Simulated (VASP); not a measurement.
Wanted: the native input for a VASP 6.6.1 run.

- Task: relaxation of cell and atoms
- Functional: r2SCAN
- Potentials or basis: VASP PAW PBE potentials, release 64 (Zr_sv, C)
- Cutoff: 600 eV
- k mesh: 8 × 8 × 8
- Occupations: fermi-dirac, width 0.02 eV
- Spin: no spin polarisation
- Dipole correction: no
- Further INCAR settings: ALGO = Normal; EDIFF = 1e-06; IBRION = 2; EDIFFG = -0.005; NSW = 80; ISIF = 3

Crystal: ZrC.

```xyz
2
Lattice="0.0000 2.3544 2.3544 2.3544 0.0000 2.3544 2.3544 2.3544 0.0000" Properties=species:S:1:pos:R:3 pbc="T T T"
Zr    2.3544    2.3544    2.3544
C     0.0000    0.0000    0.0000
```

These files were run (other wordings do the same):

POSCAR

```
ZrC
1.0
    0.0000000000      2.3544119299      2.3544119299
    2.3544119299      0.0000000000      2.3544119299
    2.3544119299      2.3544119299      0.0000000000
Zr C
1 1
Direct
    0.5000000000      0.5000000000      0.5000000000
    0.0000000000      0.0000000000      0.0000000000
```

INCAR.step1

```
PREC = Accurate ; ENCUT = 600
ISMEAR = -1 ; SIGMA = 0.02
LREAL = F ; LASPH = T
NELM = 100 ; GGA = PE
ALGO = Normal ; EDIFF = 1E-4
LWAVE = T ; LCHARG = F
```

INCAR.step2

```
PREC = Accurate ; ENCUT = 600
EDIFF = 1E-6 ; ISMEAR = -1
SIGMA = 0.02 ; LREAL = F
LASPH = T ; NELM = 100
ALGO = Normal ; ISIF = 3
LWAVE = F ; LCHARG = F
METAGGA = R2SCAN ; LMIXTAU = T
IBRION = 2 ; NSW = 80
EDIFFG = -0.005 ; ISTART = 1
```

KPOINTS

```
regular mesh
0
Gamma
  8 8 8
```

Potentials or basis: VASP PAW PBE potentials, release 64 (Zr_sv, C).

Run with:

```console
$ cat potpaw_PBE.64/Zr_sv/POTCAR potpaw_PBE.64/C/POTCAR > POTCAR
$ cp INCAR.step1 INCAR
$ mpirun -np 1 vasp_std > vasp.out
$ cp INCAR.step2 INCAR
$ mpirun -np 1 vasp_std > vasp.out
```

It gave:

| Property | Result |
| --- | --- |
| Relaxed volume | 13.08 Å³/atom |
| Relaxed cell | a = 3.332 Å, b = 3.332 Å, c = 3.332 Å, α = 60.00°, β = 60.00°, γ = 60.00° |
| Space group after relaxing (to 0.05 Å) | Fm-3m (No. 225) |
| Energy gained by relaxing | 0.0 meV/atom |
| Ionic steps | 3 |
| Pressure after relaxing | 0.0 GPa |
| Band gap on the k mesh | none (metal or under the smearing width) |

Caveat: the PAW data sets were made with another functional, which shifts forces and pressure a little.

Wall time 78 s on 1 thread of Intel(R) Xeon(R) Platinum 8488C (Sapphire Rapids) (shared host), peak memory 0.17 GiB.
